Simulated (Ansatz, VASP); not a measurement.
**One calculation of CuAu, two programs**

File INCAR:

```
PREC = Accurate ; ENCUT = 520
EDIFF = 1E-7 ; ISMEAR = -1
SIGMA = 0.05 ; LREAL = False
LASPH = True ; NELM = 60
ALGO = Normal ; ISIF = 2
LWAVE = False ; LCHARG = False
GGA = PS ; NBANDS = 18
```

Contents of KPOINTS:

```
regular mesh
0
Gamma
  9 9 7
```

POSCAR

```
CuAu
1.0
    2.8658761851      0.0000000000      0.0000000000
    0.0000000000      2.8658761851      0.0000000000
    0.0000000000      0.0000000000      3.7572732506
Au Cu
1 1
Direct
    0.0000000000      0.0000000000      0.0000000000
    0.5000000000      0.5000000000      0.5000000000
```

Contents of input.yaml:

```yaml
crystal:
  lattice:
    - [2.8658761851, 0.0, 0.0]
    - [0.0, 2.8658761851, 0.0]
    - [0.0, 0.0, 3.7572732506]
  atoms:
    - { symbol: Au, position: [0.0, 0.0, 0.0] }
    - { symbol: Cu, position: [0.5, 0.5, 0.5] }
hamiltonian:
  xc: pbesol
  pseudopotentials: { kind: paw }
kpoints:
  mp_grid: { grid: [9, 9, 7] }
scf:
  occupations: { method: fermi_dirac, width: 0.05 }
output:
  forces: true
  stress: true
  eigenvalues: true
  write_density: true
  write_potential: true
  elf: true
  volumetric_format: npy
```

Change from the starting cell: volume scaled by 1.06.

Alike in both runs: task single point; functional PBEsol; k mesh 9 × 9 × 7; occupations fermi-dirac, width 0.05 eV; no spin polarisation.

|  | VASP | Ansatz |
| --- | --- | --- |
| version | VASP 6.6.1 | Ansatz 0.2.0 |
| potentials or method | VASP PAW PBE potentials, release 64 (Au, Cu) | Ansatz PAW |
| plane-wave cutoff (eV) | 520 | 420 |
| valence electrons in the cell | 22 | 38 |

|  | VASP | Ansatz | Ansatz less VASP |
| --- | --- | --- | --- |
| gap on the k mesh at the Fermi level (eV) | none | none | - |
| pressure (GPa) | -11.3 | -11.4 | -0.11 |
| largest component of the traceless stress (GPa) | 0.33 | 0.24 | -0.082 |

A gap of «none» marks a metal or a gap that the smearing closes. The functional is the same, so the differences come from potentials, cutoffs and numerics. The two sets of potentials don't hold the same shells in valence.

Caveats: the PAW data sets were made with another functional, which shifts forces and pressure a little (VASP); the PAW data sets come from PBE, with cores solved anew for the run's functional, which leaves a small shift of forces and pressure (Ansatz). Spin-orbit coupling is left out, which matters for the levels of Au.
